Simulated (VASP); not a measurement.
Wanted: an ASE script for a VASP 6.6.1 run.

```yaml
Task: equation of state
Functional: revPBE
Dispersion: D2
Potentials_or_basis: VASP PAW PBE potentials, release 64 (K_sv, Cl)
Cutoff: 520 eV
k_mesh: 7 × 7 × 7
Occupations: tetrahedron
Spin: no spin polarisation
Further_INCAR_settings: ALGO = Normal; EDIFF = 1.00e-06
```

The system is KCl (Sylvite).

```
K Cl
1.0
     0.00000    3.14647    3.14647
     3.14647    0.00000    3.14647
     3.14647    3.14647    0.00000
K Cl
1 1
Direct
  0.00000 0.00000 0.00000
  0.50000 0.50000 0.50000
```

The input as run:

run.py

```python
from ase import Atoms
from ase.calculators.vasp import Vasp
from ase.eos import EquationOfState
from ase.io import Trajectory
from ase.units import GPa

atoms = Atoms(
    ['K', 'Cl'],
    cell=[[0.0, 3.14647, 3.14647], [3.14647, 0.0, 3.14647], [3.14647, 3.14647, 0.0]],
    scaled_positions=[[0.0, 0.0, 0.0], [0.5, 0.5, 0.5]],
    pbc=True,
)
calc = Vasp(
    directory='calc',
    xc='revpbe',
    pp='PBE',
    setups='recommended',
    prec='Accurate',
    encut=520,
    ediff=1e-06,
    ismear=-5,
    sigma=0.05,
    lreal=False,
    lasph=True,
    nelm=60,
    algo='Normal',
    isif=2,
    lwave=False,
    lcharg=False,
    ivdw=1,
    kpts=[7, 7, 7],
    gamma=True,
)
atoms.calc = calc
cell = atoms.cell.copy()
volumes, energies = [], []
traj = Trajectory('eos.traj', 'w')
for x in [0.94, 0.96, 0.98, 1.0, 1.02, 1.04, 1.06]:
    atoms.set_cell(cell * x ** (1 / 3), scale_atoms=True)
    volumes.append(atoms.get_volume())
    energies.append(atoms.get_potential_energy())
    traj.write(atoms)
    print(f'{x:5.2f} {volumes[-1]:12.5f} {energies[-1]:14.6f}')

v0, e0, B = EquationOfState(volumes, energies, eos='murnaghan').fit()
print(f'V0 = {v0:.4f} A^3, E0 = {e0:.6f} eV, B = {B / GPa:.2f} GPa')
```

Potentials or basis: VASP PAW PBE potentials, release 64 (K_sv, Cl).

Run with:

```console
$ python run.py
```

Results of the run:

| Item | Value |
| --- | --- |
| Equilibrium volume | 33.51 Å³/atom (rough: see the caveat) |
| Bulk modulus | 22 GPa (rough) |

Caveat: the minimum lies outside the volumes run; the PAW data sets were made with another functional, which shifts forces and pressure a little.

It took 2.4 min on 1 thread of Intel(R) Xeon(R) Platinum 8488C (Sapphire Rapids), on a shared host, peak memory 0.19 GiB.
